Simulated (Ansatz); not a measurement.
## Zr2COF MXene monolayer in a perpendicular field

What dipole does a perpendicular field induce in the Zr2COF MXene monolayer? A positive field points along +c.

Calculated with Ansatz 0.2.0; plane-wave DFT, PBE-D3(BJ), Ansatz PAW.

## Step 1: Starting point

The cell holds 5 atoms: 1 F, 2 Zr, 1 C and 1 O. Its edges and angles: a = 3.289 Å, b = 3.289 Å, c = 40.572 Å, α = 90.0°, β = 90.0°, γ = 120.0°. Vacuum lies along c.

## Step 2: Relaxing the slab

The starting cell is a guess, so the in-plane lattice and the atoms are relaxed first, with the slab cut off from its images along the normal.

Contents of input.yaml:

```yaml
crystal:
  lattice:
    - [3.289, 0.0, 0.0]
    - [-1.6445, 2.848357553, 0.0]
    - [0.0, 0.0, 40.5718145983]
  atoms:
    - { symbol: F, position: [0.3333333333, 0.6666666667, 0.4411929853] }
    - { symbol: Zr, position: [0.6666666667, 0.3333333333, 0.4657812231], spin: 1.0 }
    - { symbol: C, position: [0.0, 0.0, 0.4977677583] }
    - { symbol: Zr, position: [0.3333333333, 0.6666666667, 0.5297542934], spin: 1.0 }
    - { symbol: O, position: [0.6666666667, 0.3333333333, 0.5588070147] }
  periodic: [true, true, false]
magnetization:
  spin_polarized: true
kpoints:
  mp_grid: { grid: [12, 12, 1] }
hamiltonian:
  xc: pbe
  dispersion: d3bj
scf:
  occupations: { method: fermi_dirac, width: 0.05 }
  convergence: { dr2_threshold: 1.0e-09 }
relax:
  f_tol: 0.004
  max_steps: 90
  cell: {}
output:
  write_potential: true
  write_density: true
  volumetric_format: npy
```

The run is started by

```bash
> ansatz run input.yaml --threads 2 --pin off --max-ram 3072MiB --backend cpu --events-out ev --progress --plain --runs-dir out
```

Numbers of over 12 decimals in the logs are rounded to 6 here.

The log of the run:

```text
Warning: relax.cell: scf.convergence.dr2_threshold = 1e-9 eV is looser than the 2.29140738368e-10 eV advised for a relaxation that steers and ends on the stress (1e-10 eV for each atom of the cell: 5, times the square of relax.cell.stress_2d_tol = 0.05 N/m over 14.8 Å (the atoms' height at the walk's start and 5 Å past either face), 3.385e-2 GPa, over a crystal's default 0.05). What an SCF threshold leaves in a stress goes as its square root, and in the free energy as the threshold itself, and one threshold admits the most on a small cell: [figures from the program's tests cut] Set scf.convergence.dr2_threshold to 2.29140738368e-10 eV or tighter. [rest of the remark cut]
Engine: ansatz 0.2.0, x86_64-unknown-linux-gnu
Pseudopotentials: kind: paw
Pseudopotential: F, paw, valence charge 7, recommended cutoff 420 eV (normal), F.paw.azcp
Pseudopotential: Zr, paw, valence charge 12, recommended cutoff 420 eV (normal), Zr.paw.azcp
Pseudopotential: C, paw, valence charge 4, recommended cutoff 420 eV (normal), C.paw.azcp
Pseudopotential: O, paw, valence charge 6, recommended cutoff 420 eV (normal), O.paw.azcp
Functional definition: PBE
  parameter kappa = 0.804
  parameter beta = 0.066725
  exchange = pbe_x(kappa = kappa, mu = beta*pi^2/3)
  correlation = pbe_c(beta = beta)
Crystal: 5 atoms, lattice volume = 380.087 Å³
Basis set: ecut = 420 eV, 7587 PW (Γ), exchange–correlation on 48×48×576 points (8 copies of the dense FFT grid, shifted against one another)
Bands: 27, of which v1, the nominal top of the filled ones, is band 21 counted from 1 (20 counted from 0)
Symmetry: 6 space group operations
Space group: P3m1 (ITA 156), of the structure as read, at distance tolerance 7.2e-5 Å
Magnetic group: BNS 156.49 (UNI 1279), of the structure as read, at distance tolerance 7.2e-5 Å
k-points: 19 of 144 (time reversal used)
Non-local potential: F, projectors of the file, l = 0: 2, l = 1: 2, l = 2: 1
Non-local potential: Zr, projectors of the file, l = 0: 3, l = 1: 2, l = 2: 2, l = 3: 2
Non-local potential: C, projectors of the file, l = 0: 2, l = 1: 2, l = 2: 1
Non-local potential: O, projectors of the file, l = 0: 2, l = 1: 2, l = 2: 1
PAW form: soft (Blöchl's): semilocal exchange-correlation on the pseudo side does not see the compensation charge
PAW one-centre angular grid: F, 110 points (default); XC on 64 Gauss nodes
PAW one-centre angular grid: Zr, 590 points (default); XC on 64 Gauss nodes
PAW one-centre angular grid: C, 110 points (default); XC on 64 Gauss nodes
PAW one-centre angular grid: O, 110 points (default); XC on 64 Gauss nodes
Initial density: superposition of atomic densities (neutral atoms: chi_scale 0, normalization atom)
Starting moments: Σ|m| = 2 μB on 2 of 5 sites
Initial wavefunctions: pseudopotential atomic-orbital guess
Functional: x = pbe(κ = 0.804, μ = 0.219515), c = pbe(β = 0.066725)
SCF iter   1: F=—  HF=-10005.977450 eV  |F-HF|=—  |Δ(HF+E_count)|=         —  Δρ=3.23e-2 (↑3.23e-2 ↓3.06e-2)  dr2=3.01e1  dr2_m=1.87e-1  M=0.463 μB ∫|m|=0.612 μB  β_m=0.30  ethr=3.10e-3  ⟨swp⟩=14.6  Hψ=7787  notcnv=0
Mixer restart at iter 1: flushing history
preconditioner: auto → Resta (q_TF=auto, 1.882 Å⁻¹)  ε∞=1.7  [insulator: Δε(μ)=0.274 eV  Ē_g=10.699 eV  σ=0.050 eV  W_gap=0.87  n_scr=24 (ndim 8)  ℏωp=9.1 eV  f_vac=0.793  D(μ)=0.28/eV (n_scr^D=4)  ε∞_Penn≈1.7  vacuum switching on, ρ_ref=8.3e-3 e/Å³]
spin=Collinear: Resta preconditioning applied to the charge; magnetization (m = ρ↑ − ρ↓) channel mixes plain (no charge-response kernel on spin).
SCF iter   2: F=—  HF=-10000.924255 eV  |F-HF|=—  |Δ(HF+E_count)|=    5.05e0  Δρ=1.85e-2 (↑1.65e-2 ↓1.85e-2)  dr2=2.49e1  dr2_m=9.14e-2  M=0.826 μB ∫|m|=0.858 μB  β_m=0.26  ethr=3.10e-3  ⟨swp⟩=8.1  Hψ=3812  notcnv=0  defer=56
preconditioner: auto → LDOS  [metal: Δε(μ)=0.038 eV  Ē_g=9.337 eV  σ=0.050 eV  W_gap=0.19  n_scr=24 (ndim 8)  ℏωp=9.1 eV  f_vac=0.798  D(μ)=2.97/eV (n_scr^D=14)]
spin=Collinear: LDOS preconditioning applied to the charge; magnetization (m = ρ↑ − ρ↓) channel mixes plain (no charge-response kernel on spin).
SCF iter   3: F=—  HF=-10000.624729 eV  |F-HF|=—  |Δ(HF+E_count)|=   3.00e-1  Δρ=1.10e-2 (↑1.10e-2 ↓9.92e-3)  dr2=2.55e0  dr2_m=7.33e-2  M=0.444 μB ∫|m|=0.550 μB  β_m=0.49  ethr=3.10e-3  ⟨swp⟩=4.9  Hψ=2302  notcnv=0  defer=29
SCF iter   4: F=—  HF=-10000.317005 eV  |F-HF|=—  |Δ(HF+E_count)|=   3.08e-1  Δρ=5.63e-3 (↑4.95e-3 ↓5.63e-3)  dr2=3.47e0  dr2_m=1.26e-2  M=0.340 μB ∫|m|=0.408 μB  β_m=0.51  ethr=3.10e-3  ⟨swp⟩=8.2  Hψ=3178  notcnv=0  defer=69
SCF iter   5: F=—  HF=-10000.240359 eV  |F-HF|=—  |Δ(HF+E_count)|=   7.66e-2  Δρ=2.76e-3 (↑1.84e-3 ↓2.76e-3)  dr2=4.13e-1  dr2_m=3.94e-3  M=0.204 μB ∫|m|=0.264 μB  β_m=0.61  ethr=3.10e-3  ⟨swp⟩=5.0  Hψ=1912  notcnv=0  defer=51
SCF iter   6: F=—  HF=-10000.233273 eV  |F-HF|=—  |Δ(HF+E_count)|=   7.09e-3  Δρ=1.08e-3 (↑7.05e-4 ↓1.08e-3)  dr2=2.60e-2  dr2_m=1.18e-3  M=0.116 μB ∫|m|=0.157 μB  β_m=0.78  ethr=1.01e-3  ⟨swp⟩=3.8  Hψ=1741  notcnv=0  defer=49
SCF iter   7: F=—  HF=-10000.241688 eV  |F-HF|=—  |Δ(HF+E_count)|=         —  Δρ=5.86e-4 (↑4.00e-4 ↓5.86e-4)  dr2=1.37e-3  dr2_m=5.16e-4  M=0.046 μB ∫|m|=0.063 μB  β_m=0.78  ethr=6.35e-5  ⟨swp⟩=4.4  Hψ=2479  notcnv=0  defer=52
SCF iter   8: F=—  HF=-10000.242182 eV  |F-HF|=—  |Δ(HF+E_count)|=   4.94e-4  Δρ=2.25e-4 (↑2.25e-4 ↓2.23e-4)  dr2=7.01e-4  dr2_m=1.44e-4  M=0.027 μB ∫|m|=0.036 μB  β_m=0.89  ethr=3.34e-6  ⟨swp⟩=4.3  Hψ=2570  notcnv=0  defer=44
SCF iter   9: F=—  HF=-10000.242406 eV  |F-HF|=—  |Δ(HF+E_count)|=   2.24e-4  Δρ=1.33e-4 (↑1.33e-4 ↓1.07e-4)  dr2=3.70e-4  dr2_m=3.20e-5  M=0.012 μB ∫|m|=0.016 μB  β_m=0.80  ethr=1.71e-6  ⟨swp⟩=3.6  Hψ=2089  notcnv=0  defer=44
SCF iter  10: F=—  HF=-10000.242416 eV  |F-HF|=—  |Δ(HF+E_count)|=   9.68e-6  Δρ=7.39e-5 (↑5.01e-5 ↓7.39e-5)  dr2=1.37e-4  dr2_m=5.31e-6  M=0.005 μB ∫|m|=0.006 μB  β_m=0.82  ethr=9.02e-7  ⟨swp⟩=3.4  Hψ=2162  notcnv=0  defer=38
SCF iter  11: F=—  HF=-10000.242413 eV  |F-HF|=—  |Δ(HF+E_count)|=   3.14e-6  Δρ=2.00e-5 (↑1.47e-5 ↓2.00e-5)  dr2=3.74e-6  dr2_m=7.24e-7  M=0.001 μB ∫|m|=0.002 μB  β_m=0.82  ethr=3.34e-7  ⟨swp⟩=3.2  Hψ=1785  notcnv=0  defer=37
SCF iter  12: F=—  HF=-10000.242413 eV  |F-HF|=—  |Δ(HF+E_count)|=   4.62e-7  Δρ=8.65e-6 (↑8.65e-6 ↓3.60e-6)  dr2=2.13e-6  dr2_m=8.10e-8  M=0.000 μB ∫|m|=0.000 μB  β_m=0.86  ethr=9.13e-9  ⟨swp⟩=3.5  Hψ=2291  notcnv=0  defer=37
SCF iter  13: F=—  HF=-10000.242413 eV  |F-HF|=—  |Δ(HF+E_count)|=   6.29e-8  Δρ=2.81e-6 (↑2.81e-6 ↓2.65e-6)  dr2=4.02e-7  dr2_m=9.76e-9  M=0.000 μB ∫|m|=0.000 μB  β_m=0.85  ethr=5.20e-9  ⟨swp⟩=3.2  Hψ=1770  notcnv=0  defer=35
[...]
SCF 3 converged in 11 iterations: F = -10001.170984 eV  dr2 = 3.81e-10
relax step   3: F+E_penalty+E_count = -10001.17098404 eV  Δ(F+E_penalty+E_count) = -5.973e-2 eV  max|allowed force component| = 7.749e-2 eV/Å  Δτ_max = 0.0542 Å  P = +0.348 N/m  Ω = 375.656 Å³  energy of the carried Pulay correction = +2.029e-3 eV  fix = [c, alpha, beta]  reactions: c +0.000 N/m  (11 SCF iters, accepted)
[...]
relax step   4: F+E_penalty+E_count = -10001.17100158 eV  Δ(F+E_penalty+E_count) = -1.755e-5 eV  max|allowed force component| = 2.205e-2 eV/Å  Δτ_max = 0.0023 Å  P = +0.032 N/m  Ω = 376.407 Å³  energy of the carried Pulay correction = +1.684e-3 eV  fix = [c, alpha, beta]  reactions: c +0.000 N/m  (8 SCF iters, accepted)
[...]
relax step   5: F+E_penalty+E_count = -10001.17090391 eV  Δ(F+E_penalty+E_count) = +9.767e-5 eV  max|allowed force component| = 8.539e-3 eV/Å  Δτ_max = 0.0017 Å  P = -0.023 N/m  Ω = 376.618 Å³  energy of the carried Pulay correction = +1.587e-3 eV  fix = [c, alpha, beta]  (6 SCF iters, rejected (line search))
[...]
relax step   6: F+E_penalty+E_count = -10001.17097884 eV  Δ(F+E_penalty+E_count) = +2.274e-5 eV  max|allowed force component| = 6.328e-4 eV/Å  Δτ_max = 0.0008 Å  P = +0.005 N/m  Ω = 376.484 Å³  energy of the carried Pulay correction = +1.648e-3 eV  fix = [c, alpha, beta]  reactions: c +0.000 N/m  (6 SCF iters, accepted)
Initial wavefunctions: pseudopotential atomic-orbital guess (no wavefunctions were taken with the density)
iter 1 solved again at ethr=1.47e-7 eV; its pass at ethr=3.10e-3 eV (dr2=6.04e-5 eV) is discarded
SCF iter   1: F=—  HF=-10001.169346 eV  |F-HF|=—  |Δ(HF+E_count)|=         —  Δρ=1.56e-5 (↑1.56e-5 ↓1.56e-5)  dr2=5.55e-7  dr2_m=7.46e-12  M=0.000 μB ∫|m|=0.000 μB  β_m=0.65  ethr=1.47e-7  ⟨swp⟩=6.6  Hψ=12280  notcnv=0
spin=Collinear: LDOS preconditioning applied to the charge; magnetization (m = ρ↑ − ρ↓) channel mixes plain (no charge-response kernel on spin).
SCF iter   2: F=—  HF=-10001.169343 eV  |F-HF|=—  |Δ(HF+E_count)|=   2.72e-6  Δρ=5.15e-6 (↑5.15e-6 ↓5.14e-6)  dr2=1.29e-7  dr2_m=2.62e-12  M=0.000 μB ∫|m|=0.000 μB  β_m=0.51  ethr=1.35e-9  ⟨swp⟩=3.8  Hψ=2624  notcnv=0
SCF iter   3: F=—  HF=-10001.169343 eV  |F-HF|=—  |Δ(HF+E_count)|=   1.15e-7  Δρ=2.35e-6 (↑2.35e-6 ↓2.35e-6)  dr2=1.82e-8  dr2_m=1.25e-12  M=0.000 μB ∫|m|=0.000 μB  β_m=0.65  ethr=3.15e-10  ⟨swp⟩=3.2  Hψ=1825  notcnv=0
SCF iter   4: F=—  HF=-10001.169343 eV  |F-HF|=—  |Δ(HF+E_count)|=   3.33e-8  Δρ=7.15e-7 (↑7.15e-7 ↓7.13e-7)  dr2=2.19e-9  dr2_m=3.75e-13  M=0.000 μB ∫|m|=0.000 μB  β_m=0.66  ethr=4.43e-11  ⟨swp⟩=3.0  Hψ=1994  notcnv=0
SCF iter   5: F=-10001.169343 eV  HF=-10001.169343 eV  |F-HF|=1.63e-9  |Δ(HF+E_count)|=   9.62e-9  Δρ=1.16e-7 (↑1.16e-7 ↓1.16e-7)  dr2=1.47e-10  dr2_m=7.19e-14  M=0.000 μB ∫|m|=0.000 μB  ethr=2.44e-12  ⟨swp⟩=13.4  Hψ=9119  notcnv=0
the starting moments were not kept: the SCF closed with an absolute magnetisation of 1.0e-6 μB, where they sum to 2 μB in size (2 sites). That is at most 0.1 of that sum. Measured as dr2_m measures the in/out step, that magnetisation stands 8.7e-14 eV from none, at or under the dr2_threshold of 1.0e-9 eV: it is no larger than a step whose dr2_m would equal this threshold.
SCF 7 converged in 5 iterations: F = -10001.169343 eV  dr2 = 1.47e-10
relax step   7: F+E_penalty+E_count = -10001.16934349 eV  Δ(F+E_penalty+E_count) = +1.635e-3 eV  max|allowed force component| = 8.217e-4 eV/Å  Δτ_max = 0.0000 Å  P = -0.020 N/m  Ω = 376.484 Å³  fix = [c, alpha, beta]  reactions: c -0.000 N/m  stress off target by 1.96e-2 N/m on what of the cell is left free  SCF on the basis re-selected at this cell (its energy is not comparable with the rows above)  (5 SCF iters)
basis re-selected at this cell: Δ(F+E_penalty+E_count) = +1.635e-3 eV, ΔP = -0.024 N/m vs the last step (what re-selecting the basis moved, of the pressure what is left beyond the Pulay correction that the steps carried, after the strain that the cell walked since its last selection, with what the two solves' SCF thresholds leave and, on support functions, any second-order correction that the steps lacked; it is no m [...]
WARN: The output density's exchange-correlation potential varies sharply where the density is thin. Do not read a vacuum level from v_tot or v_xc, or from such a field of the output density. On a cell that repeats whose density bears no net charge and no dipole along the vacuum's axis use v_es (v_loc + v_h of the components); under efield.dipole_correction with no amplitude use v_es + v_field, which holds any externa [...]
SCF converged after 5 iterations
Magnetization: 0.0000 μB (20.5000 up, 20.5000 down)
Absolute magnetization: 0.0000 μB (∫|ρ↑−ρ↓|, with the PAW one-centre terms)
Spin contamination: 0.0000 ħ² per cell (⟨S²⟩ above its minimum at these occupations)
Per-site moments (μB) at R_I (Å): [(1.5173146711533285e-8, 0.951916), (2.5958323586079335e-7, 0.930680), (-1.0363059015944551e-7, 0.930680), (5.8572290249661594e-8, 0.875062), (3.3309131035308306e-8, 0.875062)]
Free energy (F): -10001.169343 eV
Harris-Foulkes:  -10001.169343 eV  (|F-HF|=1.63e-9)
Internal energy: -10001.152586 eV  (E = F + TS)
E sigma→0 (E₀):  -10001.160965 eV
Entropy (-TS):   -0.016757 eV (-3.351 meV/atom)
Fermi energy:    -4.432999 eV
--- Per-component energies (eV) ---
  E_band       = -912.464811
  E_kinetic    = 1140.979186
  E_local      = -134594.082129  (includes V_loc(G=0)·N_el)
  E_nonlocal   = 303.486444
  E_hartree    = 66572.917839
  E_xc         = -528.422754
  E_vxc        = -642.364204  (∫ρ·V_xc dr)
  E_paw        = -6363.759951  (= ΣΔE_a)
  E_vpaw       = -266.325073  (= ΣTr[D̂ρ^β])
  E_aug_tail   = 0.004550  (compensation charges beyond the density's cutoff)
  E_ewald      = 63468.757599
  E_disp       = -1.033371  (pairwise vdW)
  E_smearing   = -0.016757  (= −TS)
  E_closure    = -0.000000  (closes the sum)
  Σ components = -10001.169343   (vs F -10001.169343, Δ=0.00e0)
--- Forces (eV/Å), atoms counted from 1 ---
  atom   1  F      0.00000000    -0.00000000    -0.00026191
  atom   2  Zr     0.00000000    -0.00000000    -0.00030165
  atom   3  C      0.00000000    -0.00000000     0.00010050
  atom   4  Zr     0.00000000     0.00000000    -0.00035845
  atom   5  O      0.00000000     0.00000000     0.00082173
  max |Σ_I F_I| component: 2.16e-7 eV/Å
--- 2D stress c σ (N/m, compression-positive) ---
       -0.019586      -0.000000      -0.000000
       -0.000000      -0.019586       0.000000
       -0.000000       0.000000      -0.000000
  P = ½ c Tr σ = -0.0196 N/m
--- Band table (eV; the first three rows and the last of 38) ---
  k-point 0 ↑: bands = [... 17 lower, -7.5750, -6.5784, -6.5784, -3.6818, -3.6818, -3.4546, -2.3599, -1.8757, ... 2 higher]
  k-point 1 ↑: bands = [... 17 lower, -7.5088, -6.8196, -6.6400, -3.9364, -3.5802, -3.3344, -2.4078, -1.7677, ... 2 higher]
  k-point 2 ↑: bands = [... 17 lower, -7.6295, -7.1388, -6.7749, -4.3451, -3.2801, -3.2585, -2.2748, -1.5299, ... 2 higher]
  k-point 18 ↓: bands = [... 17 lower, -8.0304, -7.7434, -7.5557, -3.6174, -2.8194, -2.4982, -1.4976, -1.4714, ... 2 higher]
  the weakly bound empty levels are not read free of the cell's end (no_gap_told)
--- Relaxed structure (6 steps of the walk, 5 accepted, 1 SCFs on fresh bases) ---
  F+E_penalty+E_count = -10001.16934349 eV   max|allowed force component| = 8.217e-4 eV/Å   (the final SCF, on the basis selected at the relaxed cell)
  cell:  # Å, volume = 376.4845 Å³
    - [3.273377, 0, 0]
    - [-1.636688, 2.834827, 0]
    - [0, 0, 40.5718145983]
  atoms:
    - { symbol: F, position: [0.333333, 0.666667, 0.435492] }
    - { symbol: Zr, position: [0.666667, 0.333333, 0.468133] }
    - { symbol: C, position: [3.3783913084806313e-19, 0, 0.498508] }
    - { symbol: Zr, position: [0.333333, 0.666667, 0.533710] }
    - { symbol: O, position: [0.666667, 0.333333, 0.557460] }
```

Elapsed: 58 s, on 2 threads of AMD EPYC 9R45, shared host; peak memory 0.86 GiB.

Relaxation path:

```
step  energy less that of the first step (eV)  largest force component (eV/Å)  volume (Å³)
   1                                   0.0000                          4.0487       380.09
   2                                  -0.8688                          1.4893       379.29
   3                                  -0.9286                          0.0775       375.66
   4                                  -0.9286                          0.0220       376.41
   5                                  -0.9285                          0.0085       376.62
   6                                  -0.9286                          0.0006       376.48
  7*                                  -0.9269                          0.0008       376.48
```

Relaxation steps marked * repeat the geometry before them on a plane-wave basis chosen anew for their cell, so energy and pressure can jump there. Relaxation step 5 was tried and not accepted.

Forces are held to the 6 operations that the run works with; a distortion that breaks them can't arise in this run.

```
cell as run  before  after  change
      a (Å)   3.289  3.273  -0.5 %
      b (Å)   3.289  3.273  -0.5 %
```

The atoms that moved most (Å, along periodic axes as changes of fractional coordinates times the final cell, across vacuum about the mean position):

```
atom     dx     dy      dz  length
  F1  0.000  0.000  -0.231   0.231
 Zr4  0.000  0.000   0.160   0.160
 Zr2  0.000  0.000   0.095   0.095
  O5  0.000  0.000  -0.055   0.055
  C3  0.000  0.000   0.030   0.030
```

Final coordinates:

```xyz
5
Lattice="3.2734 0.0000 0.0000 -1.6367 2.8348 0.0000 0.0000 0.0000 40.5718" Properties=species:S:1:pos:R:3
F     0.0000    1.8899   17.6687
Zr    1.6367    0.9449   18.9930
C     0.0000    0.0000   20.2254
Zr    0.0000    1.8899   21.6536
O     1.6367    0.9449   22.6172
```

Numbers from this step:

```
energy at zero smearing : -10001.1610 eV
```

The lattice constant a goes from 3.289 to 3.273 Å.

(Continued in part 2 of 2.)

[Logs are printed without paths, hosts, clocks, repeated set-up lines and the standing remarks that a program may print on its own settings, such as how far it seeks lower states.]

[Hosts, paths, dates, database ids (printed as entryN), source tags and the programs' standing remarks are cut or masked in the printed files.]

[Maps of the electrostatic potential energy from Ansatz leave out the sawtooth potential of an applied field or a dipole correction, so their vacuum need not be flat; planar profiles and work functions include it.]
